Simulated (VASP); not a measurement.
Level of theory: PBEsol GGA, VASP's PBE PAW potentials (set 64) (plane waves; VASP 6.6.1).

Input for VASP

### KPOINTS
```
k-points along high-symmetry lines
15
Line-mode
Reciprocal
  0.000000   0.000000   0.000000 ! GAMMA
  0.000000   0.500000   0.000000 ! X

  0.000000   0.500000   0.000000 ! X
  0.500000   0.500000   0.000000 ! M

  0.500000   0.500000   0.000000 ! M
  0.000000   0.000000   0.000000 ! GAMMA

  0.000000   0.000000   0.000000 ! GAMMA
  0.500000   0.500000   0.500000 ! R

  0.500000   0.500000   0.500000 ! R
  0.000000   0.500000   0.000000 ! X

  0.500000   0.500000   0.500000 ! R
  0.500000   0.500000   0.000000 ! M
```

**POSCAR**
```
CsPbI3
1
    6.2088593499    -0.0000000000     0.0000000000
   -0.0000000000     6.2088593499    -0.0000000000
    0.0000000000    -0.0000000000     6.2088593499
Cs Pb I
1 1 3
Direct
  0.0000000000   0.0000000000   0.0000000000
  0.5000000000   0.5000000000   0.5000000000
  0.5000000000   0.0000000000   0.5000000000
  0.0000000000   0.5000000000   0.5000000000
  0.5000000000   0.5000000000   0.0000000000
```

INCAR:
```
LORBIT = 11   ! lm-projected
ENCUT = 400   ! plane-wave cut-off (eV)
ALGO = Normal   ! blocked Davidson
EDIFF = 1E-7   ! SCF stop (eV)
SYSTEM = CsPbI3
LASPH = .TRUE.   ! aspherical one-centre terms
PREC = Accurate
SIGMA = 0.05
LCHARG = .FALSE.
ISMEAR = 0   ! Gaussian
ICHARG = 11
NELM = 100   ! most electronic steps
LWAVE = .FALSE.
LMAXMIX = 4   ! l cut-off of mixed one-centre charges
LREAL = .FALSE.   ! projection in real space or not
GGA = PS   ! PBEsol
```

POTCAR, in this order: Cs_sv Pb_d I (PBE.64 set). Program: vasp_std. Read from the step before: CHGCAR.

Output of the run:

File OSZICAR:
```
       N       E                     dE             d eps       ncg     rms          rms(c)
DAV:   1     0.335565567288E+03    0.33557E+03   -0.15662E+04  4680   0.119E+03
DAV:   2     0.216368546417E+02   -0.31393E+03   -0.30873E+03  5994   0.289E+02
DAV:   3    -0.129230459152E+02   -0.34560E+02   -0.34273E+02  5538   0.107E+02
DAV:   4    -0.142991060112E+02   -0.13761E+01   -0.13725E+01  6780   0.288E+01
DAV:   5    -0.143333172297E+02   -0.34211E-01   -0.34202E-01  5978   0.319E+00
DAV:   6    -0.143349991127E+02   -0.16819E-02   -0.16818E-02  7148   0.686E-01
DAV:   7    -0.143350177486E+02   -0.18636E-04   -0.18636E-04  6006   0.606E-02
DAV:   8    -0.143350181432E+02   -0.39464E-06   -0.39465E-06  7174   0.110E-02
DAV:   9    -0.143350181479E+02   -0.46721E-08   -0.46666E-08  4318   0.979E-04
   1 F= -.14335018E+02 E0= -.14335018E+02  d E =-.632071E-13
```

File OUTCAR:
```
 val. band max:        2.1404268565   @ k =   0.5000   0.5000   0.5000

 cond. band min:       3.2566519055   @ k =   0.5000   0.5000   0.5000



 k-point     1 :       0.0000    0.0000    0.0000
  band No.  band energies     occupation
      1     -19.4682      2.00000
      2     -14.7043      2.00000
      3     -14.7043      2.00000
      4     -14.6182      2.00000
      5     -14.6182      2.00000
      6     -14.6182      2.00000
      7     -10.6276      2.00000
      8      -9.6902      2.00000
      9      -9.6902      2.00000
     10      -6.2412      2.00000
     11      -6.2412      2.00000
     12      -6.2412      2.00000
     13      -4.9177      2.00000
     14      -1.9389      2.00000
     15      -1.9389      2.00000
     16      -1.9389      2.00000
     17       0.4671      2.00000
     18       0.4671      2.00000
     19       0.4671      2.00000
     20       0.6246      2.00000
     21       0.6246      2.00000
     22       0.6246      2.00000
     23       4.8519      0.00000
     24       5.8299      0.00000
     25       5.8301      0.00000
     26       6.2536      0.00000

 k-point     2 :       0.0000    0.0357    0.0000
  band No.  band energies     occupation
      1     -19.4682      2.00000
      2     -14.7043      2.00000
      3     -14.7041      2.00000
      4     -14.6182      2.00000
      5     -14.6182      2.00000
      6     -14.6182      2.00000
      7     -10.6256      2.00000
      8      -9.6930      2.00000
      9      -9.6902      2.00000
     10      -6.2411      2.00000
     11      -6.2411      2.00000
     12      -6.2410      2.00000
     13      -4.9297      2.00000
     14      -1.9376      2.00000
     15      -1.9376      2.00000
     16      -1.9144      2.00000
     17       0.4649      2.00000
     18       0.4651      2.00000
     19       0.4651      2.00000
     20       0.6219      2.00000
     21       0.6223      2.00000
     22       0.6223      2.00000
     23       4.8657      0.00000
...
```

The density is held fixed in this step, so its total energy and stress have no physical meaning. Unless said otherwise, spin-orbit coupling is left out, though it shifts the bands of the heavy elements here.

The compound is CsPbI3 in the cubic perovskite structure, the ideal cubic form; the compound distorts at low or room temperature. It was relaxed first.
